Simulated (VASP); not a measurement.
**From VASP inputs to Ansatz: NaCl (rocksalt)**

INCAR

```
LWAVE = .FALSE.
ENCUT = 520
ISMEAR = 0
LASPH = .TRUE.
EDIFF = 1E-7
NELM = 120
LELF = .TRUE.
ALGO = Normal
NBANDS = 14
LCHARG = .TRUE.
ISIF = 2
SIGMA = 0.01
LREAL = .FALSE.
PREC = Accurate
METAGGA = R2SCAN
IBRION = -1
NSW = 0
```

KPOINTS

```
KPOINTS created by Atomic Simulation Environment
0
Gamma
8 8 8
0 0 0
```

KPOINTS_OPT

```
special points
6
Reciprocal
0.0000000000 0.0000000000 0.0000000000 1
0.5000000000 0.0000000000 0.5000000000 1
0.6250000000 0.2500000000 0.6250000000 1
0.3750000000 0.3750000000 0.7500000000 1
0.5000000000 0.5000000000 0.5000000000 1
0.5000000000 0.2500000000 0.7500000000 1
```

POSCAR

```
Na Cl
 1.0000000000000000
    -0.0000000000000000    2.8026988391075913    2.8026988391075913
     2.8026988391075913   -0.0000000000000000    2.8026988391075913
     2.8026988391075913    2.8026988391075913   -0.0000000000000000
 Na  Cl
   1   1
Cartesian
 -0.0000000000000000 -0.0000000000000000 -0.0000000000000000
  2.8026988391075909  2.8026988391075909  2.8026988391075909
```

VASP ran with the recommended PBE PAW datasets (14 valence electrons in the cell).

Q: Write an Ansatz input for this cell and level of theory.

A: 

```yaml
crystal:
  lattice:
    - [0.0, 2.8026988391, 2.8026988391]
    - [2.8026988391, 0.0, 2.8026988391]
    - [2.8026988391, 2.8026988391, 0.0]
  atoms:
    - { symbol: Na, position: [0.0, 0.0, 0.0] }
    - { symbol: Cl, position: [0.5, 0.5, 0.5] }
kpoints:
  mp_grid: { grid: [8, 8, 8] }
  band_path:
    path:
      - [0.0, 0.0, 0.0]
      - [0.5, 0.0, 0.5]
      - [0.625, 0.25, 0.625]
      - [0.375, 0.375, 0.75]
      - [0.5, 0.5, 0.5]
      - [0.5, 0.25, 0.75]
    npoints: 1
hamiltonian:
  xc: r2scan
scf:
  occupations: { method: fixed }
  n_extra_bands: 4
output:
  forces: true
  stress: true
  eigenvalues: true
```

Other inputs would serve too.

```
                               VASP   Ansatz
gap between bands v and c   6.00 eV  5.98 eV
         least direct gap   6.00 eV  5.98 eV
                 pressure  -0.1 GPa  0.0 GPa
```

Datasets and cutoffs are each program's own. VASP's cell holds 14 valence electrons and Ansatz's 16. Ansatz's stress includes a Pulay correction; VASP's doesn't.
